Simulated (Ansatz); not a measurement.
# C: energy and stress against strain

This session takes C and sets out to see how energy and stress answer to the strain pattern (0, 0, 0, 0, 1, 0).

Program: Ansatz 0.2.0. Level of theory: DFT LDA, scalar-relativistic, plane waves, PAW. These are calculated values, not measurements.

2 further runs of the same task are left out: 2 set aside as unsound or not needed.

**1. The system as given**

Symmetry: Fmmm, No. 69, orthorhombic system. The conventional cell has a = 2.446 Å, b = 4.233 Å, c = 6.719 Å, α = 90.00°, β = 90.00°, γ = 90.00°. C (site symmetry m2m) has 3 C at 1.41 Å as nearest neighbours.

Coordinates:

```
CELL_PARAMETERS angstrom
0.00000 2.11665 3.35975
1.22278 0.00000 3.35975
1.22278 2.11665 0.00000
ATOMIC_POSITIONS crystal
C 0.16671 0.83329 0.16671
C 0.83329 0.16671 0.83329
```

It is the result of an earlier relaxation at this level (volume 8.70 Å³/atom; gap on the mesh: 0.08 eV).

**2. Zero of energy**

The reference gives a free energy of -485.9639 eV, pressure 0.02 GPa, largest force 0.024 eV/Å and gap on the mesh 0.21 eV. It was computed beforehand with the settings of the runs below.

**3. Setting up energy and stress against strain**

The cell is strained by ε times the Voigt pattern (0, 0, 0, 0, 1, 0) (xx, yy, zz, yz, xz, xy; engineering shear), with fractional coordinates fixed (clamped ions). The stress on the pattern is the sum of the stress components weighted by it, tension positive.

**4. Point ε = -0.0600**

Input file input.yaml:

```yaml
crystal:
  lattice:
    - [-0.1007924773, 2.1166507492, 3.3597492418]
    - [1.1219921904, 0.0, 3.3230657018]
    - [1.2227846677, 2.1166507492, -0.03668354]
  atoms:
    - { symbol: C, position: [0.1667065656, 0.8332934344, 0.1667065656] }
    - { symbol: C, position: [0.8332934344, 0.1667065656, 0.8332934344] }
basis:
  ecutwfc: 420
kpoints:
  mp_grid: { grid: [16, 16, 16] }
hamiltonian:
  xc: lda
scf:
  occupations: { method: gaussian, width: 0.03 }
output:
  forces: true
  stress: true
  eigenvalues: true
```

Launch:

```console
$ ansatz run input.yaml --threads 1 --pin off --max-ram 2560MiB --backend cpu --events-out ev --progress --plain --runs-dir out
```

**5. At ε = 0.0450**

input.yaml, as its differences from that of step 4:

```diff
@@ -2,5 +2,5 @@
   lattice:
-    - [-0.1007924773, 2.1166507492, 3.3597492418]
-    - [1.1219921904, 0.0, 3.3230657018]
-    - [1.2227846677, 2.1166507492, -0.03668354]
+    - [0.0755943579, 2.1166507492, 3.3597492418]
+    - [1.2983790256, 0.0, 3.3872618968]
+    - [1.2227846677, 2.1166507492, 0.027512655]
   atoms:
```

**6. ε = -0.0300**

input.yaml, as its differences from that of step 5:

```diff
@@ -2,5 +2,5 @@
   lattice:
-    - [0.0755943579, 2.1166507492, 3.3597492418]
-    - [1.2983790256, 0.0, 3.3872618968]
-    - [1.2227846677, 2.1166507492, 0.027512655]
+    - [-0.0503962386, 2.1166507492, 3.3597492418]
+    - [1.1723884291, 0.0, 3.3414074718]
+    - [1.2227846677, 2.1166507492, -0.01834177]
   atoms:
```

**7. At ε = 0.0150**

input.yaml, as its differences from that of step 6:

```diff
@@ -2,5 +2,5 @@
   lattice:
-    - [-0.0503962386, 2.1166507492, 3.3597492418]
-    - [1.1723884291, 0.0, 3.3414074718]
-    - [1.2227846677, 2.1166507492, -0.01834177]
+    - [0.0251981193, 2.1166507492, 3.3597492418]
+    - [1.247982787, 0.0, 3.3689201268]
+    - [1.2227846677, 2.1166507492, 0.009170885]
   atoms:
```

**8. Point ε = 0.0525**

input.yaml, as its differences from that of step 7:

```diff
@@ -2,5 +2,5 @@
   lattice:
-    - [0.0251981193, 2.1166507492, 3.3597492418]
-    - [1.247982787, 0.0, 3.3689201268]
-    - [1.2227846677, 2.1166507492, 0.009170885]
+    - [0.0881934176, 2.1166507492, 3.3597492418]
+    - [1.3109780853, 0.0, 3.3918473393]
+    - [1.2227846677, 2.1166507492, 0.0320980975]
   atoms:
```

**9. ε = 0.0375**

input.yaml, as its differences from that of step 8:

```diff
@@ -2,5 +2,5 @@
   lattice:
-    - [0.0881934176, 2.1166507492, 3.3597492418]
-    - [1.3109780853, 0.0, 3.3918473393]
-    - [1.2227846677, 2.1166507492, 0.0320980975]
+    - [0.0629952983, 2.1166507492, 3.3597492418]
+    - [1.285779966, 0.0, 3.3826764543]
+    - [1.2227846677, 2.1166507492, 0.0229272125]
   atoms:
```

**10. Point ε = 0.0225**

input.yaml, as its differences from that of step 9:

```diff
@@ -2,5 +2,5 @@
   lattice:
-    - [0.0629952983, 2.1166507492, 3.3597492418]
-    - [1.285779966, 0.0, 3.3826764543]
-    - [1.2227846677, 2.1166507492, 0.0229272125]
+    - [0.037797179, 2.1166507492, 3.3597492418]
+    - [1.2605818467, 0.0, 3.3735055693]
+    - [1.2227846677, 2.1166507492, 0.0137563275]
   atoms:
```

**11. At ε = 0.0075**

input.yaml, as its differences from that of step 10:

```diff
@@ -2,5 +2,5 @@
   lattice:
-    - [0.037797179, 2.1166507492, 3.3597492418]
-    - [1.2605818467, 0.0, 3.3735055693]
-    - [1.2227846677, 2.1166507492, 0.0137563275]
+    - [0.0125990597, 2.1166507492, 3.3597492418]
+    - [1.2353837274, 0.0, 3.3643346843]
+    - [1.2227846677, 2.1166507492, 0.0045854425]
   atoms:
```

(Steps that only read results are left out.)

Before running it: what results should come out? Wanted: slope of the stress at ε = 0, from the points at -0.0300, 0 and 0.0075.

**Answer**, as computed:

```
                                                              quantity  value
slope of the stress at ε = 0, from the points at -0.0300, 0 and 0.0075  8 GPa
```

From the stress slope, C55 is about 8 GPa with the ions clamped; letting the atoms relax could not make it stiffer. The step is wide, so higher orders mix in. The undisturbed cell stays the lowest of the sampled points. The gap on the mesh stays between 0.17 and 0.21 eV.
